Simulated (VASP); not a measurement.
# Sn (I4/mmm) in VASP: further runs

One crystal, Sn, is run at these levels: LDA; tasks: single point.

All numbers are computed with VASP 6.6.1; they aren't measurements. Logs are shortened: lines on timing, memory, paths and dates and some standing lists are left out, and cuts for length are marked.

**1. The cell of the first run**

Symmetry: I4/mmm, No. 139, tetragonal system. The conventional cell has a = 3.903 Å, b = 3.903 Å, c = 3.676 Å, α = 90.00°, β = 90.00°, γ = 90.00°. Sn (site symmetry 4/mmm) is surrounded by 10 Sn at 3.32 to 3.68 Å.

This isn't the form of Sn at room conditions, which is tetragonal (white tin).

**2. Single point, LDA (strain +0.030 along x and y, -0.030 along z, atoms carried along)**

File INCAR:

```
PREC = Accurate ; ENCUT = 520
EDIFF = 1E-6 ; ISMEAR = 0
SIGMA = 0.15 ; LREAL = F
LASPH = T ; NELM = 100
ALGO = Fast ; ISIF = 2
LWAVE = F ; LCHARG = F
NBANDS = 13
```

File KPOINTS:

```
Automatic mesh
0
Gamma
  18 18 18
```

File POSCAR:

```
Sn
1.0
   -1.9514913738      1.9514913738      1.8378122646
    1.9514913738     -1.9514913738      1.8378122646
    1.9514913738      1.9514913738     -1.8378122646
Sn
1
Direct
    0.0000000000      0.0000000000      0.0000000000
```

Potentials or basis: VASP PAW LDA potentials, release 64 (Sn_d).

Started as:

```
cat potpaw_LDA.64/Sn_d/POTCAR > POTCAR
mpirun -np 1 vasp_std > vasp.out
```

OUTCAR:

```text
PREC = Accurate
   ENCUT = 520
   EDIFF = 1E-6
   ISMEAR = 0
   LREAL = F
   LASPH = T
   NELM = 100
   ISIF = 2

 ion  position               nearest neighbor table
   1  0.000  0.000  0.000-

  LATTYP: Found a body centered tetragonal cell.
 ALAT       =     3.9029827476
 C/A-ratio  =     0.9417475728

  Lattice vectors:

 A1 = (  -1.9514913738,   1.9514913738,   1.8378122646)
 A2 = (   1.9514913738,  -1.9514913738,   1.8378122646)
 A3 = (   1.9514913738,   1.9514913738,  -1.8378122646)

Analysis of symmetry for initial positions (statically):
=====================================================================
 Subroutine PRICEL returns:
 Original cell was already a primitive cell.

 Routine SETGRP: Setting up the symmetry group for a
 body centered tetragonal supercell.

 Subroutine GETGRP returns: Found 16 space group operations
 (whereof 16 operations were pure point group operations)
 out of a pool of 16 trial point group operations.

The static configuration has the point symmetry D_4h.

Analysis of symmetry for dynamics (positions and initial velocities):
=====================================================================
 Subroutine PRICEL returns:
 Original cell was already a primitive cell.

 Routine SETGRP: Setting up the symmetry group for a
 body centered tetragonal supercell.

 Subroutine GETGRP returns: Found 16 space group operations
 (whereof 16 operations were pure point group operations)
 out of a pool of 16 trial point group operations.

The dynamic configuration has the point symmetry D_4h.

 Subroutine INISYM returns: Found 16 space group operations
 (whereof 16 operations are pure point group operations),
 and found     1 'primitive' translations

----------------------------------------------------------------------------------------

                                     Primitive cell

  volume of cell :      27.9959

  direct lattice vectors                    reciprocal lattice vectors
    -1.951491374  1.951491374  1.837812265     0.000000000  0.256214302  0.272062609
     1.951491374 -1.951491374  1.837812265     0.256214302  0.000000000  0.272062609
     1.951491374  1.951491374 -1.837812265     0.256214302  0.256214302  0.000000000

  length of vectors
     3.315748948  3.315748948  3.315748948     0.373716245  0.373716245  0.362341741

  position of ions in fractional coordinates (direct lattice)
     0.000000000  0.000000000  0.000000000

  ion indices of the primitive-cell ions
   primitive index   ion index
                 1           1

----------------------------------------------------------------------------------------

 KPOINTS: Automatic mesh

Automatic generation of k-mesh.
 Grid dimensions read from file:
 generate k-points for:   18   18   18

 Generating k-lattice:

  Cartesian coordinates                     Fractional coordinates (reciprocal lattice)
     0.000000000  0.014234128  0.015114589     0.055555556  0.000000000 -0.000000000
     0.014234128  0.000000000  0.015114589     0.000000000  0.055555556 -0.000000000
     0.014234128  0.014234128  0.000000000     0.000000000  0.000000000  0.055555556

  Length of vectors
     0.020762014  0.020762014  0.020130097

  Shift w.r.t. Gamma in fractional coordinates (k-lattice)
     0.000000000  0.000000000  0.000000000

 Subroutine IBZKPT returns following result:
 ===========================================

 Found    480 irreducible k-points:

 Following reciprocal coordinates:
            Coordinates               Weight
  0.000000  0.000000  0.000000      1.000000
  0.055556 -0.000000  0.000000      8.000000
  0.111111 -0.000000  0.000000      8.000000
  0.166667 -0.000000  0.000000      8.000000
  0.222222 -0.000000  0.000000      8.000000
  0.277778 -0.000000  0.000000      8.000000
[... 16 lines left out ...]
 -0.277778  0.055556 -0.000000     16.000000
 -0.222222  0.055556 -0.000000     16.000000
 [... further k-points ...]
   k-points           NKPTS =    480   k-points in BZ     NKDIM =    480   number of bands    NBANDS=     13
   number of dos      NEDOS =    301   number of ions     NIONS =      1
   total plane-waves  NPLWV =  21952
   dimension x,y,z NGX =    28 NGY =   28 NGZ =   28
   dimension x,y,z NGXF=    56 NGYF=   56 NGZF=   56
   ions per type =               1
   NGX,Y,Z   is equivalent  to a cutoff of  14.04, 14.04, 14.04 a.u.
   NGXF,Y,Z  is equivalent  to a cutoff of  28.08, 28.08, 28.08 a.u.
 SYSTEM =  unknown system
   PREC   = accura    normal or accurate (medium, high low for compatibility)
   ISTART =      0    job   : 0-new  1-cont  2-samecut
   ICHARG =      2    charge: 1-file 2-atom 10-const
   ISPIN  =      1    spin polarized calculation?
   LNONCOLLINEAR =      F non collinear calculations
   LSORBIT =      F    spin-orbit coupling
   LASPH  =      T    aspherical Exc in radial PAW
   ENCUT  =  520.0 eV  38.22 Ry    6.18 a.u.   6.17  6.17  6.17*2*pi/ulx,y,z
   NELM   =    100;   NELMIN=  2; NELMDL= -5     # of ELM steps
   EDIFF  = 0.1E-05   stopping-criterion for ELM
   LREAL  =      F    real-space projection
   EDIFFG = 0.1E-04   stopping-criterion for IOM
   NSW    =      0    number of steps for IOM
   IBRION =     -1    ionic relax: 0-MD 1-quasi-New 2-CG
   NFREE  =      0    steps in history (QN), initial steepest desc. (CG)
   ISIF   =      2    stress and relaxation
   ISYM   =      2    0-nonsym 1-usesym 2-fastsym
   POTIM  = 0.5000    time-step for ionic-motion
   TEBEG  =    0.0;   TEEND  =   0.0 temperature during run
   PSTRESS=    0.0 pullay stress
   NELECT =      14.0000    total number of electrons
   NUPDOWN=      -1.0000    fix difference up-down
   EMIN   =  10.00;   EMAX   =-10.00  energy-range for DOS
   EFERMI =   0.00;   METHOD = LEGACY
   ISMEAR =     0;   SIGMA  =   0.15  broadening in eV -4-tet -1-fermi 0-gaus
   EFERMI_NEDOS =   21; number of points for ismear=-14 and -15
   IALGO  =     68    algorithm
   IMIX   =      4    mixing-type and parameters
     AMIX     =   0.40;   BMIX     =  1.00
     AMIX_MAG =   1.60;   BMIX_MAG =  1.00
  volume/ion in A,a.u.               =      28.00       188.93
  Fermi-wavevector in a.u.,A,eV,Ry     =   1.299429  2.455566 22.973667  1.688517
  Thomas-Fermi vector in A             =   2.430694
   LORBIT       =      0    0 simple, 1 ext, 2 COOP (PROOUT), +10 PAW based schemes
   GGA     = CA    functional components
   LHFCALC =     F    Hartree Fock is set to
   AEXX    =    0.0000 exact exchange contribution
   IVDW    =     0    specifies the selected vdW correction
   LEPSILON=     F    determine dielectric tensor
   LRPA    =     F    only Hartree local field effects (RPA)
 non-spin polarized calculation
 RMM-DIIS sequential band-by-band and
 Gauss-broadening in eV      SIGMA  =   0.15
  energy-cutoff  :      520.00
  volume of cell :       28.00
 maximum number of plane-waves:       779
 NGX is ok and might be reduce to    28
   NGX = 13   NGY = 13   NGZ = 13

 number of electron      13.9999998 magnetization

 Free energy of the ion-electron system (eV)
  ---------------------------------------------------
  ext. energy  EPLUGINS =         0.00000000
  ---------------------------------------------------
  free energy    TOTEN  =        -4.41139477 eV

  energy without entropy =       -4.40524092  energy(sigma->0) =       -4.40831785

 E-fermi :   7.4617     XC(G=0): -10.4659

 val. band max:        7.4613128169   @ k =   0.4444   0.3333   0.0000
 cond. band min:       7.4623645549   @ k =   0.2222   0.2222   0.1111
 fundamental gap:      0.0010517380
 Fermi energy:         7.4616773271

 k-point     1 :       0.0000    0.0000    0.0000
  band No.  band energies     occupation
      1     -13.9857      2.00000
      2     -13.9693      2.00000
      3     -13.9693      2.00000
      4     -13.8643      2.00000
      5     -13.8352      2.00000
      6      -3.4316      2.00000
      7      14.8493      0.00000
      8      14.8493      0.00000
      9      15.2926      0.00000
     10      19.2845      0.00000
     11      19.4641      0.00000
     12      19.4641      0.00000
     13      20.1763      0.00000

 k-point     2 :       0.0556   -0.0000    0.0000
  band No.  band energies     occupation
      1     -13.9837      2.00000
      2     -13.9677      2.00000
      3     -13.9665      2.00000
      4     -13.8641      2.00000
      5     -13.8366      2.00000
      6      -3.3647      2.00000
      7      14.4827      0.00000
      8      14.5886      0.00000
      9      15.0253      0.00000
     10      18.6961      0.00000
     11      18.7285      0.00000
     12      19.7442      0.00000
     13      19.8611      0.00000

 k-point     3 :       0.1111   -0.0000    0.0000
  band No.  band energies     occupation
      1     -13.9842      2.00000
      2     -13.9633      2.00000
      3     -13.9521      2.00000
      4     -13.8635      2.00000
      5     -13.8403      2.00000
      6      -3.1640      2.00000
      7      13.2549      0.00000
      8      13.9738      0.00000
      9      14.6412      0.00000
     10      17.7542      0.00000
     11      17.9741      0.00000
     12      19.4943      0.00000
     13      20.7357      0.00000
[... 305 lines left out ...]
 k-point    23 :      -0.2778    0.0556   -0.0000
  band No.  band energies     occupation
      1     -13.9970      2.00000
      2     -13.9521      2.00000
      3     -13.8730      2.00000
      4     -13.8633      2.00000
      5     -13.8502      2.00000
      6      -2.0485      2.00000
      7       9.1024      0.00000
      8      11.7679      0.00000
      9      13.2624      0.00000
     10      16.2830      0.00000
     11      17.1895      0.00000
     12      20.0765      0.00000
     13      22.1291      0.00000

 k-point    24 :      -0.2222    0.0556   -0.0000
  band No.  band energies     occupation
      1     -13.9897      2.00000
      2     -13.9566      2.00000
      3     -13.9056      2.00000
      4     -13.8666      2.00000
      5     -13.8461      2.00000
      6      -2.5784      2.00000
      7      10.7537      0.00000
      8      12.4761      0.00000
      9      13.7654      0.00000
     10      16.8069      0.00000
     11      17.6259      0.00000
     12      19.6936      0.00000
     13      21.8618      0.00000

 [... further k-points ...]

------------------------ aborting loop because EDIFF is reached ----------------------------------------

  FORCE on cell =-STRESS in cart. coord.  units (eV):
  Direction    XX          YY          ZZ          XY          YZ          ZX
  --------------------------------------------------------------------------------------
  -------------------------------------------------------------------------------------
  Total       -0.7168932     -0.7168932     -0.8656691      0.0000000      0.0000000      0.0000000
  in kB      -41.0270820    -41.0270820    -49.5413761      0.0000000      0.0000000      0.0000000
  external PRESSURE =     -43.8651801 kB  Pullay stress =       0.0000000 kB

 VOLUME and BASIS-vectors are now :
 -----------------------------------------------------------------------------
  energy-cutoff  :      520.00
  volume of cell :       28.00
      direct lattice vectors                 reciprocal lattice vectors
    -1.951491374  1.951491374  1.837812265     0.000000000  0.256214302  0.272062609
     1.951491374 -1.951491374  1.837812265     0.256214302  0.000000000  0.272062609
     1.951491374  1.951491374 -1.837812265     0.256214302  0.256214302  0.000000000

 POSITION                                       TOTAL-FORCE (eV/Angst)
 -----------------------------------------------------------------------------------
      0.00000      0.00000      0.00000        -0.000000      0.000000      0.000000
 -----------------------------------------------------------------------------------
    total drift:                               -0.000000     -0.000000     -0.000000

  FREE ENERGIE OF THE ION-ELECTRON SYSTEM (eV)
  ---------------------------------------------------
  free  energy   TOTEN  =        -4.4113947691 eV

  energy  without entropy=       -4.4052409214  energy(sigma->0) =       -4.40831785
```

It took 79 s on 1 thread of Intel Xeon 6975P-C (Granite Rapids), shared host; peak memory 0.26 GiB.

Results:

| Quantity | Value |
| --- | --- |
| Free energy | -4.4114 eV |
| Pressure | -4.4 GPa |
| Band gap on the k mesh | none (metal or under the smearing width) |

Stress tensor (GPa, compression positive):
```
-4.10  0.00  0.00
 0.00 -4.10  0.00
 0.00  0.00 -4.95
```

**3. Single point, LDA (strain -0.030 along x and y, -0.030 along z, atoms carried along)**

File INCAR:

```
  PREC = Accurate
  ENCUT = 520
  EDIFF = 1E-7
  ISMEAR = 0
  SIGMA = 0.15
  LREAL = F
  LASPH = T
  NELM = 80
  ALGO = Normal
  ISIF = 2
  LWAVE = F
  LCHARG = F
  NBANDS = 13
```

KPOINTS is that of step 2.

File POSCAR:

```
Sn
1.0
   -1.8378122646      1.8378122646      1.8378122646
    1.8378122646     -1.8378122646      1.8378122646
    1.8378122646      1.8378122646     -1.8378122646
Sn
1
Direct
    0.0000000000      0.0000000000      0.0000000000
```

Potentials or basis: VASP PAW LDA potentials, release 64 (Sn_d).

Started as:

```
cat potpaw_LDA.64/Sn_d/POTCAR > POTCAR
mpirun -np 1 vasp_std > vasp.out
```

It took 12 s on 1 thread of Intel Xeon 6975P-C (Granite Rapids), shared host; peak memory 0.16 GiB.

Results (log left out):

| Item | Value |
| --- | --- |
| Free energy | -4.4390 eV |
| Pressure | 1.7 GPa |
| Band gap on the k mesh | none (metal or under the smearing width) |

Levels at points of the mesh, in eV from the Fermi level:
```
           k point  band 5  band 6  band 7  band 8  band 9  band 10
(0.00, 0.00, 0.00)  -21.33  -11.78    8.71    8.71    8.71    12.39
(0.50, 0.00, 0.00)  -21.22   -6.57   -4.87    3.86    5.73     8.58
(0.50, 0.50, 0.50)  -21.24   -2.05   -0.59   -0.59   -0.59     3.95
```

**4. Single point, LDA (strain +0.030 along x and y, +0.030 along z, atoms carried along)**

File INCAR:

```
SYSTEM = Sn
ALGO = Normal
EDIFF = 1E-7
ENCUT = 520
GGA = CA
ISIF = 2
ISMEAR = 0
LASPH = .TRUE.
LCHARG = .FALSE.
LREAL = .FALSE.
LWAVE = .FALSE.
NBANDS = 13
NELM = 60
PREC = Accurate
SIGMA = 0.15
```

File KPOINTS:

```
k-points
0
G
  18 18 18
  0 0 0
```

File POSCAR:

```
Sn
1.0
   -1.9514913738      1.9514913738      1.9514913738
    1.9514913738     -1.9514913738      1.9514913738
    1.9514913738      1.9514913738     -1.9514913738
Sn
1
Direct
    0.0000000000      0.0000000000      0.0000000000
```

Potentials or basis: VASP PAW LDA potentials, release 64 (Sn_d).

Started as:

```
cat potpaw_LDA.64/Sn_d/POTCAR > POTCAR
mpirun -np 1 vasp_std > vasp.out
```

OUTCAR:

```text
SYSTEM = Sn
   EDIFF = 1E-7
   ENCUT = 520
   GGA = CA
   ISIF = 2
   ISMEAR = 0
   LASPH = .TRUE.
   LREAL = .FALSE.
   NELM = 60
   PREC = Accurate

 ion  position               nearest neighbor table
   1  0.000  0.000  0.000-

  LATTYP: Found a body centered cubic cell.
 ALAT       =     3.9029827476

  Lattice vectors:

 A1 = (  -1.9514913738,   1.9514913738,   1.9514913738)
 A2 = (   1.9514913738,  -1.9514913738,   1.9514913738)
[... 563 lines left out ...]
     11      16.7682      0.00000
     12      19.8045      0.00000
     13      21.6893      0.00000

 [... further k-points ...]

------------------------ aborting loop because EDIFF is reached ----------------------------------------

  FORCE on cell =-STRESS in cart. coord.  units (eV):
  Direction    XX          YY          ZZ          XY          YZ          ZX
  --------------------------------------------------------------------------------------
  -------------------------------------------------------------------------------------
  Total       -1.1837035     -1.1837035     -1.1837035     -0.0000000      0.0000000      0.0000000
  in kB      -63.7960262    -63.7960262    -63.7960262     -0.0000000      0.0000000      0.0000000
  external PRESSURE =     -63.7960262 kB  Pullay stress =       0.0000000 kB

 VOLUME and BASIS-vectors are now :
 -----------------------------------------------------------------------------
  energy-cutoff  :      520.00
  volume of cell :       29.73
      direct lattice vectors                 reciprocal lattice vectors
    -1.951491374  1.951491374  1.951491374     0.000000000  0.256214302  0.256214302
     1.951491374 -1.951491374  1.951491374     0.256214302  0.000000000  0.256214302
     1.951491374  1.951491374 -1.951491374     0.256214302  0.256214302  0.000000000

 POSITION                                       TOTAL-FORCE (eV/Angst)
 -----------------------------------------------------------------------------------
      0.00000      0.00000      0.00000        -0.000000      0.000000      0.000000
 -----------------------------------------------------------------------------------
    total drift:                               -0.000000     -0.000000     -0.000000

  FREE ENERGIE OF THE ION-ELECTRON SYSTEM (eV)
  ---------------------------------------------------
  free  energy   TOTEN  =        -4.3489822595 eV

  energy  without entropy=       -4.3427130529  energy(sigma->0) =       -4.34584766
```

OSZICAR:

```text
N       E                     dE             d eps       ncg     rms          rms(c)
DAV:   1     0.816969726946E+02    0.81697E+02   -0.71498E+03  5184   0.155E+03
DAV:   2     0.172624230681E+01   -0.79971E+02   -0.77557E+02  5390   0.341E+02
DAV:   3    -0.422796620490E+01   -0.59542E+01   -0.59275E+01  6068   0.754E+01
DAV:   4    -0.435898572691E+01   -0.13102E+00   -0.13099E+00  6122   0.120E+01
DAV:   5    -0.436361137059E+01   -0.46256E-02   -0.46256E-02  6738   0.220E+00    0.115E+00
DAV:   6    -0.435277278843E+01    0.10839E-01   -0.11173E-02  6495   0.168E+00    0.628E-01
DAV:   7    -0.434918181161E+01    0.35910E-02   -0.65171E-03  6295   0.118E+00    0.888E-02
DAV:   8    -0.434898126859E+01    0.20054E-03   -0.55205E-04  6240   0.403E-01    0.187E-02
DAV:   9    -0.434898218547E+01   -0.91689E-06   -0.92025E-06  6584   0.328E-02    0.128E-02
DAV:  10    -0.434898225954E+01   -0.74070E-07   -0.95994E-07  6749   0.839E-03
   1 F= -.43489823E+01 E0= -.43458477E+01  d E =-.626921E-02
```

Wall time 24 s (1 thread of Intel Xeon 6975P-C (Granite Rapids), shared host); peak memory 0.18 GiB.

What came out:

| Quantity | Value |
| --- | --- |
| Free energy | -4.3490 eV |
| Pressure | -6.4 GPa |
| Band gap on the k mesh | none (metal or under the smearing width) |

**5. Overview**

```csv
cell,gap on the mesh (eV),pressure (GPa)
"strain +0.030 along x and y, -0.030 along z, atoms carried along",none,-4.4
"strain -0.030 along x and y, -0.030 along z, atoms carried along",none,1.7
"strain +0.030 along x and y, +0.030 along z, atoms carried along",none,-6.4
```

Alike in all rows: task single point; level LDA; potentials or basis VASP PAW LDA potentials, release 64 (Sn_d); no spin polarisation; k mesh 18 × 18 × 18; cutoff (eV) 520; smearing gaussian 0.15 eV.

Total energies depend on the potentials used, so only differences within one code and one set of settings carry meaning.
